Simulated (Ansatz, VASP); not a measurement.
**Two plane-wave programs on BN**

```xyz
8
Lattice="2.5546 0.0000 0.0000 -1.2773 2.2123 0.0000 0.0000 0.0000 8.4490" Properties=species:S:1:pos:R:3 pbc="T T T"
B     1.1040    0.5641    4.2237
B     1.1040    0.5641    8.4482
B     0.1733    1.6482    2.1114
B     0.1733    1.6482    6.3360
N     1.4629    0.9231    2.6411
N     1.4629    0.9231    6.8657
N    -0.1856    1.2893    0.5289
N    -0.1856    1.2893    4.7534
```

Change from the starting cell: mode 8 (471.6 1/cm) frozen in, largest displacement +0.263 Å.

Alike in both runs: task single point; functional PBE; k mesh 12 × 12 × 4; occupations gaussian, width 0.05 eV; no spin polarisation.

|  | VASP | Ansatz |
| --- | --- | --- |
| version | VASP 6.6.1 | Ansatz 0.2.0 |
| potentials or method | VASP PAW PBE potentials, release 64 (B, N) | scalar-relativistic, plane waves, PAW |
| plane-wave cutoff (eV) | 520 | 420 |
| valence electrons in the cell | 32 | 32 |

|  | VASP | Ansatz | Ansatz less VASP |
| --- | --- | --- | --- |
| gap on the k mesh at the Fermi level (eV) | 3.73 | 3.74 | +0.010 |
| least direct gap on the mesh (eV) | 6.62 | 6.63 | +0.012 |
| pressure (GPa) | -0.2 | -0.4 | -0.16 |
| largest component of the traceless stress (GPa) | 13.30 | 13.41 | +0.109 |
| rms of the force components (eV/Å) | 1.581 | 1.581 | +0.0002 |

Atom by atom the forces differ by 0.005 eV/Å (rms over components).

Caveats: forces of over 1 eV/Å show positions far from the minimum, so gaps and moduli don't describe the material at rest. A k mesh can miss the band edges.
